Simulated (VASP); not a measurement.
Set up this calculation in VASP 6.6.1, as the native input.

- Task: single point
- Functional: PBEsol
- Potentials or basis: VASP PAW PBE potentials, release 64 (Cd, Se)
- Cutoff: 520 eV
- k mesh: 10 × 10 × 10
- Occupations: gaussian, width 0.02 eV
- Spin: no spin polarisation
- Dipole correction: no
- Further INCAR settings: ALGO = Fast; EDIFF = 1e-06; NBANDS = 16

The structure of CdSe lies in POSCAR:

```
CdSe
1.0
    0.0000000000      3.0410661763      3.0410661763
    3.0410661763      0.0000000000      3.0410661763
    3.0410661763      3.0410661763      0.0000000000
Cd Se
1 1
Direct
    0.0000000000      0.0000000000      0.0000000000
    0.2500000000      0.2500000000      0.2500000000
```

Measurements of this composition are mostly on another form, of space group No. 186.

One way to write it, as run:

INCAR

```
ALGO = Fast ; EDIFF = 1E-6
ENCUT = 520 ; GGA = PS
ISIF = 2 ; ISMEAR = 0
LASPH = True ; LCHARG = False
LREAL = False ; LWAVE = False
NBANDS = 16 ; NELM = 100
PREC = Accurate ; SIGMA = 0.02
```

KPOINTS

```
k-points
0
Gamma
  10 10 10
```

Potentials or basis: VASP PAW PBE potentials, release 64 (Cd, Se).

Run with:

```sh
$ cat potpaw_PBE.64/Cd/POTCAR potpaw_PBE.64/Se/POTCAR > POTCAR
$ mpirun -np 1 vasp_std > vasp.out
```

Results of the run:

* Pressure: 0.3 GPa
* Band gap on the k mesh: 0.48 eV, direct

Caveat: the PAW data sets were made with another functional, which shifts forces and pressure a little.

It took 24 s on 1 thread of Intel(R) Xeon(R) Platinum 8488C (Sapphire Rapids), on a shared host, peak memory 0.19 GiB.
